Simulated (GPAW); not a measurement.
AlRu:

```
Ru Al
1.0
     2.99160    0.00000    0.00000
     0.00000    2.99160    0.00000
     0.00000    0.00000    2.99160
Ru Al
1 1
Direct
  0.50000 0.50000 0.50000
  0.00000 0.00000 0.00000
```

Base run:

- Program: GPAW 26.7.0
- Functional: revPBE
- Potentials or basis: the program's PAW data sets (release 1.2.1) made for this functional
- Cutoff: 600 eV
- Basis: pw
- k mesh: 9 × 9 × 9
- Occupations: fermi-dirac, width 0.05 eV
- Spin: no spin polarisation

Its results: pressure 6.0 GPa.

Task: After a change of settings the same cell gave: pressure 6.9 GPa. Which change was it?
A. functional from revPBE to AM05; potentials or basis from the program's PAW data sets (release 1.2.1) made for this functional to PAW data sets generated in the run's folder for this functional
B. functional from revPBE to BLYP; potentials or basis from the program's PAW data sets (release 1.2.1) made for this functional to PAW data sets generated in the run's folder for this functional
C. functional from revPBE to LDA
D. functional from revPBE to RPBE

Result: D.
